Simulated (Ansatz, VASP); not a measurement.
# Two plane-wave programs on Te2Mo

```
CELL_PARAMETERS angstrom
3.51820 0.00000 0.00000
-1.75910 3.04685 0.00000
0.00000 0.00000 13.97360
ATOMIC_POSITIONS crystal
Te 0.66667 0.33333 0.37900
Te 0.33333 0.66667 0.87900
Te 0.66667 0.33333 0.12100
Te 0.33333 0.66667 0.62100
Mo 0.66667 0.33333 0.75000
Mo 0.33333 0.66667 0.25000
```

Alike in both runs: task relaxation of cell and atoms; functional BLYP; dispersion D4; k mesh 9 × 9 × 2; occupations fermi-dirac, width 0.05 eV; no spin polarisation.

```csv
,VASP,Ansatz
version,VASP 6.6.1,Ansatz 0.2.0
potentials or method,"VASP PAW PBE potentials, release 64 (Te, Mo_sv)",Ansatz PAW
plane-wave cutoff (eV),600,420
valence electrons in the cell,52,92
```

|  | VASP | Ansatz | Ansatz less VASP |
| --- | --- | --- | --- |
| relaxed volume (Å³/atom) | 25.28 | 25.20 | -0.086 |
| relaxed cell length with the largest relative difference (Å) | 13.743 | 13.725 | -0.0185 |
| energy change over the relaxation (meV/atom) | -11 | -9 | +1.5 |

The two sets of potentials don't hold the same shells in valence.

Caveats: the PAW data sets were made with another functional, which shifts forces and pressure a little (VASP); the plane-wave basis is chosen anew once the cell has moved, so the energies of steps on either side of that aren't comparable (Ansatz); the PAW data sets come from PBE, with cores solved anew for the run's functional, which leaves a small shift of forces and pressure (Ansatz). Zero-point motion and thermal expansion aren't in these numbers. A k mesh can miss the band edges.
